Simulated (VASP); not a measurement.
Wanted: the native input for a VASP 6.6.1 run.

```yaml
Task: relaxation of cell and atoms
Functional: r2SCAN
Dispersion: rVV10
Potentials_or_basis: VASP PAW PBE potentials, release 64 (Ag)
Cutoff: 520 eV
k_mesh: 18 × 18 × 18
Occupations: gaussian, width 0.1 eV
Spin: no spin polarisation
Further_INCAR_settings: ALGO = Normal; EDIFF = 1e-07; IBRION = 2; EDIFFG = -0.002; NSW = 80; ISIF = 3
```

The structure of Ag lies in POSCAR:

```
Ag                                      
1.0
    0.0000000000      2.0409763097      2.0409763097
    2.0409763097      0.0000000000      2.0409763097
    2.0409763097      2.0409763097      0.0000000000
  Ag            
     1
Direct
     0.0000000000000000    0.0000000000000000    0.0000000000000000
```

These files were run (other wordings do the same):

INCAR

```
SYSTEM = Ag
  ALGO = Normal
  BPARAM = 11.95
  CPARAM = 0.0093
  EDIFF = 1E-7
  EDIFFG = -0.002
  ENCUT = 520
  IBRION = 2
  ISIF = 3
  ISMEAR = 0
  IVDW_NL = 2
  LASPH = .True.
  LCHARG = .False.
  LMIXTAU = .True.
  LREAL = .False.
  LUSE_VDW = .True.
  LWAVE = .False.
  METAGGA = R2SCAN
  NELM = 100
  NSW = 80
  PREC = Accurate
  SIGMA = 0.1
```

KPOINTS

```
k-points
0
Gamma
  18 18 18
  0 0 0
```

Potentials or basis: VASP PAW PBE potentials, release 64 (Ag).

The run is started by

```sh
$ cat potpaw_PBE.64/Ag/POTCAR > POTCAR
$ mpirun -np 1 vasp_std > vasp.out
```

Results of the run:

| Quantity | Value |
| --- | --- |
| Pressure after relaxing | 0.0 GPa |
| Band gap on the k mesh | none (metal or under the smearing width) |

Caveat: the relaxation stopped at its first step, so nothing moved; the PAW data sets were made with another functional, which shifts forces and pressure a little.

It took 2.3 min on 1 thread of AMD EPYC 9R14 (Zen 4), on a shared host, peak memory 0.21 GiB.
